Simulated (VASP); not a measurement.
# BaTiO3 (Amm2) in VASP: dielectric tensor with r2SCAN

Aim: the dielectric tensor of BaTiO3 with r2SCAN.

All numbers are computed with VASP 6.6.1; they aren't measurements. Logs are shortened: lines on timing, memory, paths and dates and some standing lists are left out, and cuts for length are marked.

### Step 1. The crystal as given

It takes space group Amm2 (No. 38, orthorhombic). Conventional cell: a = 3.980 Å, b = 5.732 Å, c = 5.761 Å, α = 90.00°, β = 90.00°, γ = 90.00°. Ba (site symmetry mm2) is surrounded by 12 O at 2.79 to 2.97 Å. Ti (site symmetry mm2) is surrounded by 4 O at 1.86 to 2.00 Å. O (site symmetry mm2) is surrounded by 2 Ti at 2.00 Å. O (site symmetry m) is surrounded by 1 Ti at 1.86 Å.

### Step 2. Dielectric tensor, r2SCAN

The input, INCAR:

```
SYSTEM = BaTiO3
PREC = Accurate ; ENCUT = 520
EDIFF = 1E-7 ; ISMEAR = 0
SIGMA = 0.02 ; LREAL = .FALSE.
LASPH = .TRUE. ; NELM = 60
ALGO = Normal ; ISIF = 2
LWAVE = .FALSE. ; LCHARG = .FALSE.
METAGGA = R2SCAN ; LMIXTAU = .TRUE.
LCALCEPS = .TRUE. ; KPAR = 8
```

The input, KPOINTS:

```
regular mesh
0
G
  8 8 8
  0 0 0
```

The input, POSCAR:

```
BaTiO3                                  
1.0
    3.9797763635      0.0000000000      0.0000000000
    0.0000000000      2.8658677174      2.8802573396
    0.0000000000     -2.8658677174      2.8802573396
  Ba              Ti              O             
     1     1     3
Direct
     0.0000000000000000    0.0074042537628998    0.0074042537628998
     0.5000000000000000    0.5228185020552019    0.5228185020552019
     0.0000000000000000    0.4913105084988771    0.4913105084988771
     0.5000000000000000    0.4944172703283556    0.9809294653546630
     0.5000000000000000    0.9809294653546630    0.4944172703283556
```

Potentials or basis: VASP PAW PBE potentials, release 64 (Ba_sv, Ti_sv, O).

On the command line:

```bash
$ cat potpaw_PBE.64/Ba_sv/POTCAR potpaw_PBE.64/Ti_sv/POTCAR potpaw_PBE.64/O/POTCAR > POTCAR
$ mpirun -np 8 vasp_std > vasp.out
```

OUTCAR:

```text
SYSTEM = BaTiO3
   PREC = Accurate
   ENCUT = 520
   EDIFF = 1E-7
   ISMEAR = 0
   LREAL = .FALSE.
   LASPH = .TRUE.
   NELM = 60
   ISIF = 2
   METAGGA = R2SCAN

 ion  position               nearest neighbor table
   1  0.000  0.007  0.007-   3 2.79   4 2.81   5 2.81   4 2.81   5 2.81   3 2.87   3 2.87   5 2.88
                             4 2.88   5 2.88   4 2.88   3 2.97   2 3.43   2 3.43   2 3.49   2 3.49
   2  0.500  0.523  0.523-   4 1.86   5 1.86   3 2.00   3 2.00   5 2.21   4 2.21   1 3.43   1 3.43
                             1 3.49   1 3.49   1 3.49   1 3.49   1 3.57   1 3.57
   3  0.000  0.491  0.491-   2 2.00   2 2.00   1 2.79   1 2.87   1 2.87   1 2.97
   4  0.500  0.494  0.981-   2 1.86   2 2.21   1 2.81   1 2.81   1 2.88   1 2.88
   5  0.500  0.981  0.494-   2 1.86   2 2.21   1 2.81   1 2.81   1 2.88   1 2.88

  LATTYP: Found a base centered orthorhombic cell.
 ALAT       =     5.7317354348
 B/A-ratio  =     1.0050210350
 C/A-ratio  =     0.6943405551

  Lattice vectors:

 A1 = (   0.0000000000,   2.8658677174,  -2.8802573396)
 A2 = (   0.0000000000,   2.8658677174,   2.8802573396)
 A3 = (   3.9797763635,   0.0000000000,   0.0000000000)

Analysis of symmetry for initial positions (statically):
=====================================================================
 Subroutine PRICEL returns:
 Original cell was already a primitive cell.

 Routine SETGRP: Setting up the symmetry group for a
 base centered orthorhombic supercell.

 Subroutine GETGRP returns: Found  4 space group operations
 (whereof  4 operations were pure point group operations)
 out of a pool of  8 trial point group operations.

The static configuration has the point symmetry C_2v.

Analysis of symmetry for dynamics (positions and initial velocities):
=====================================================================
 Subroutine PRICEL returns:
 Original cell was already a primitive cell.

 Routine SETGRP: Setting up the symmetry group for a
 base centered orthorhombic supercell.

 Subroutine GETGRP returns: Found  4 space group operations
 (whereof  4 operations were pure point group operations)
 out of a pool of  8 trial point group operations.

The dynamic configuration has the point symmetry C_2v.

 Subroutine INISYM returns: Found  4 space group operations
 (whereof  4 operations are pure point group operations),
 and found     1 'primitive' translations

----------------------------------------------------------------------------------------

                                     Primitive cell

  volume of cell :      65.7016

  direct lattice vectors                    reciprocal lattice vectors
     3.979776364  0.000000000  0.000000000     0.251270400  0.000000000  0.000000000
     0.000000000  2.865867717  2.880257340     0.000000000  0.174467229  0.173595600
     0.000000000 -2.865867717  2.880257340     0.000000000 -0.174467229  0.173595600

  length of vectors
     3.979776364  4.063136734  4.063136734     0.251270400  0.246118358  0.246118358

  position of ions in fractional coordinates (direct lattice)
     0.000000000  0.007404254  0.007404254
     0.500000000  0.522818502  0.522818502
     0.000000000  0.491310508  0.491310508
     0.500000000  0.494417270  0.980929465
     0.500000000  0.980929465  0.494417270

  ion indices of the primitive-cell ions
   primitive index   ion index
                 1           1
                 2           2
                 3           3
                 4           4
                 5           5

----------------------------------------------------------------------------------------

 KPOINTS: regular mesh

Automatic generation of k-mesh.
 Grid dimensions read from file:
 generate k-points for:    8    8    8

 Generating k-lattice:

  Cartesian coordinates                     Fractional coordinates (reciprocal lattice)
     0.031408800  0.000000000  0.000000000     0.125000000  0.000000000  0.000000000
[... 57 lines left out ...]
   ENCUT  =  520.0 eV  38.22 Ry    6.18 a.u.   7.40  7.55  7.55*2*pi/ulx,y,z
   NELM   =     60;   NELMIN=  2; NELMDL= -5     # of ELM steps
   EDIFF  = 0.1E-06   stopping-criterion for ELM
   LREAL  =      F    real-space projection
   EDIFFG = 0.1E-05   stopping-criterion for IOM
   NSW    =      0    number of steps for IOM
   IBRION =     -1    ionic relax: 0-MD 1-quasi-New 2-CG
   NFREE  =      0    steps in history (QN), initial steepest desc. (CG)
   ISIF   =      2    stress and relaxation
   ISYM   =      2    0-nonsym 1-usesym 2-fastsym
   POTIM  = 0.5000    time-step for ionic-motion
   TEBEG  =    0.0;   TEEND  =   0.0 temperature during run
   PSTRESS=    0.0 pullay stress
   NELECT =      40.0000    total number of electrons
   NUPDOWN=      -1.0000    fix difference up-down
   EMIN   =  10.00;   EMAX   =-10.00  energy-range for DOS
   EFERMI =   0.00;   METHOD = LEGACY
   ISMEAR =     0;   SIGMA  =   0.02  broadening in eV -4-tet -1-fermi 0-gaus
   EFERMI_NEDOS =   21; number of points for ismear=-14 and -15
   IALGO  =     38    algorithm
   IMIX   =      4    mixing-type and parameters
     AMIX     =   0.40;   BMIX     =  1.00
     AMIX_MAG =   1.60;   BMIX_MAG =  1.00
  volume/ion in A,a.u.               =      13.14        88.68
  Fermi-wavevector in a.u.,A,eV,Ry     =   1.387510  2.622014 26.193719  1.925184
  Thomas-Fermi vector in A             =   2.511724
   LORBIT       =      0    0 simple, 1 ext, 2 COOP (PROOUT), +10 PAW based schemes
   METAGGA = R2SCAN    functional components
   LHFCALC =     F    Hartree Fock is set to
   AEXX    =    0.0000 exact exchange contribution
   IVDW    =     0    specifies the selected vdW correction
   LEPSILON=     F    determine dielectric tensor
   LRPA    =     F    only Hartree local field effects (RPA)
   LRPA       =     F
 non-spin polarized calculation
 Gauss-broadening in eV      SIGMA  =   0.02
  energy-cutoff  :      520.00
  volume of cell :       65.70
 maximum number of plane-waves:      1795
 NGX is ok and might be reduce to    30
   NGX = 15   NGY = 15   NGZ = 15

 Total electronic dipole moment: p[elc]=(     0.01657     0.00000     0.82583 ) |e| Angst

 Total electronic dipole moment: p[elc]=(    -0.00000     0.00000     0.82584 ) |e| Angst

 number of electron      39.9999989 magnetization

 Free energy of the ion-electron system (eV)
  ---------------------------------------------------
  ext. energy  EPLUGINS =         0.00000000
  ---------------------------------------------------
  free energy    TOTEN  =       -74.28021102 eV

  energy without entropy =      -74.28021102  energy(sigma->0) =      -74.28021102

 E-fermi :   3.5333     XC(G=0): -11.7609

 val. band max:        3.3426763346   @ k =   0.5000   0.5000   0.5000
 cond. band min:   10000.0000000000   @ k =   0.0000   0.0000   0.0000
 fundamental gap:   9996.6573236654
 Fermi energy:         3.5333050419

 k-point     1 :       0.0000    0.0000    0.0000
  band No.  band energies     occupation
      1     -55.3123      2.00000
      2     -30.5231      2.00000
      3     -30.5225      2.00000
      4     -30.4608      2.00000
      5     -22.2364      2.00000
      6     -14.4600      2.00000
[... 637 lines left out ...]
     23   10000.0000      0.00000
     24   10000.0000      0.00000

 [... further k-points ...]

------------------------ aborting loop because EDIFF is reached ----------------------------------------

            Ionic dipole moment: p[ion]=(   -47.75732     0.00000     0.85145 ) |e| Angst

 Total electronic dipole moment: p[elc]=(    -0.00000    -0.00000     0.84023 ) |e| Angst

 MACROSCOPIC STATIC DIELECTRIC TENSOR (including local field effects)
 ------------------------------------------------------
           5.563215     0.000000     0.000000
           0.000000     5.366870     0.000000
           0.000000     0.000000     4.965077
 ------------------------------------------------------

 PIEZOELECTRIC TENSOR (including local field effects) (e Angst)
          XX          YY          ZZ          XY          YZ          ZX
  --------------------------------------------------------------------------------
  x     0.00000     0.00000     0.00000     0.00000     0.00000     0.47552
  y     0.00000     0.00000     0.00000     0.00000    -0.15682     0.00000
  z     0.88640     0.35671     1.14070     0.00000     0.00000     0.00000

 PIEZOELECTRIC TENSOR (including local field effects) (C/m^2)
          XX          YY          ZZ          XY          YZ          ZX
  --------------------------------------------------------------------------------
  x     0.00000     0.00000     0.00000     0.00000     0.00000     0.11596
  y     0.00000     0.00000     0.00000     0.00000    -0.03824     0.00000
  z     0.21615     0.08699     0.27817     0.00000     0.00000     0.00000

 BORN EFFECTIVE CHARGES (including local field effects) (in |e|, cummulative output)
 ---------------------------------------------------------------------------------
 ion    1
    1     2.64088     0.00000     0.00000
    2     0.00000     2.76553     0.00000
    3     0.00000     0.00000     2.71633
 ion    2
    1     6.60523     0.00000     0.00000
    2     0.00000     6.14757     0.00000
    3     0.00000     0.00000     5.27370
 ion    3
    1    -5.34720     0.00000     0.00000
    2     0.00000    -1.89285     0.00000
    3     0.00000     0.00000    -1.92454
 ion    4
    1    -1.94946     0.00000     0.00000
    2     0.00000    -3.51012     1.49255
    3     0.00000     1.28626    -3.03275
 ion    5
    1    -1.94946     0.00000     0.00000
    2     0.00000    -3.51012    -1.49255
    3     0.00000    -1.28626    -3.03275

  FORCE on cell =-STRESS in cart. coord.  units (eV):
  Direction    XX          YY          ZZ          XY          YZ          ZX
  --------------------------------------------------------------------------------------
  -------------------------------------------------------------------------------------
  Total        0.0038778      0.0079585      0.0084313      0.0000000      0.0000000      0.0000000
  in kB        0.0945627      0.1940720      0.2056024      0.0000000      0.0000000      0.0000000
  external PRESSURE =       0.1647457 kB  Pullay stress =       0.0000000 kB

 VOLUME and BASIS-vectors are now :
 -----------------------------------------------------------------------------
  energy-cutoff  :      520.00
  volume of cell :       65.70
      direct lattice vectors                 reciprocal lattice vectors
     3.979776364  0.000000000  0.000000000     0.251270400  0.000000000  0.000000000
     0.000000000  2.865867717  2.880257340     0.000000000  0.174467229  0.173595600
     0.000000000 -2.865867717  2.880257340     0.000000000 -0.174467229  0.173595600

 POSITION                                       TOTAL-FORCE (eV/Angst)
 -----------------------------------------------------------------------------------
      0.00000      0.00000      0.04265         0.000000      0.000000     -0.000127
      1.98989      0.00000      3.01170         0.000000      0.000000     -0.000720
      0.00000      0.00000      2.83020         0.000000      0.000000     -0.001260
      1.98989     -1.39428      4.24938         0.000000      0.000640      0.001054
      1.98989      1.39428      4.24938         0.000000     -0.000640      0.001054
 -----------------------------------------------------------------------------------
    total drift:                                0.000000      0.000001      0.005735

  FREE ENERGIE OF THE ION-ELECTRON SYSTEM (eV)
  ---------------------------------------------------
  free  energy   TOTEN  =       -74.2802110246 eV

  energy  without entropy=      -74.2802110246  energy(sigma->0) =      -74.28021102
```

Run time: 36 min. Hardware: 8 MPI ranks of AMD EPYC 7R43 (Zen 3), shared host; peak memory 1.1 GiB.

Results:

* Band gap on the k mesh: 2.57 eV, indirect (least direct gap 3.03 eV)
* Electronic dielectric tensor (diagonal): 5.56, 5.37, 4.97
* Born charges (mean of the diagonal): Ba +2.71; Ti +6.01; O -3.05, -2.83 e

Levels at points of the mesh, in eV from the valence-band top:
```tsv
k point	band 17	band 18	band 19	band 20	band 21	band 22	band 23	band 24
(0.00, 0.00, 0.00)	-1.14	-0.54	-0.53	-0.46	2.57	2.76	2.84	4.57
(0.50, 0.00, 0.00)	-1.66	-1.54	-1.22	-1.11	2.94	3.99	4.17	4.56
(0.00, 0.50, 0.00)	-1.83	-1.68	-0.98	-0.83	2.78	4.03	4.05	4.56
(0.50, 0.50, 0.00)	-1.77	-0.98	-0.94	-0.08	4.08	4.10	4.46	5.09
(0.00, 0.50, 0.50)	-1.69	-0.96	-0.88	-0.28	4.03	4.08	4.37	5.37
(0.50, 0.50, 0.50)	-2.43	-0.19	-0.02	0.00	4.57	4.60	4.73	6.99
```

Electronic dielectric tensor:
```
5.56 0.00 0.00
0.00 5.37 0.00
0.00 0.00 4.97
```

Born effective charge tensors (e):
atom 1, Ba
```
2.64 0.00 0.00
0.00 2.77 0.00
0.00 0.00 2.72
```
atom 2, Ti
```
6.61 0.00 0.00
0.00 6.15 0.00
0.00 0.00 5.27
```
atom 3, O
```
-5.35  0.00  0.00
 0.00 -1.89  0.00
 0.00  0.00 -1.92
```
atom 4, O
```
-1.95  0.00  0.00
 0.00 -3.51  1.49
 0.00  1.29 -3.03
```
atom 5, O
```
-1.95  0.00  0.00
 0.00 -3.51 -1.49
 0.00 -1.29 -3.03
```

Dipole moments of the cell (e·Å, modulo the quantum): ionic -47.757, 0.000, 0.851; electronic 0.000, 0.000, 0.840

Caveat: the PAW data sets were made with another functional, which shifts forces and pressure a little; spin-orbit coupling is left out, which moves the levels of the heavy elements. A k mesh can miss the band edges.
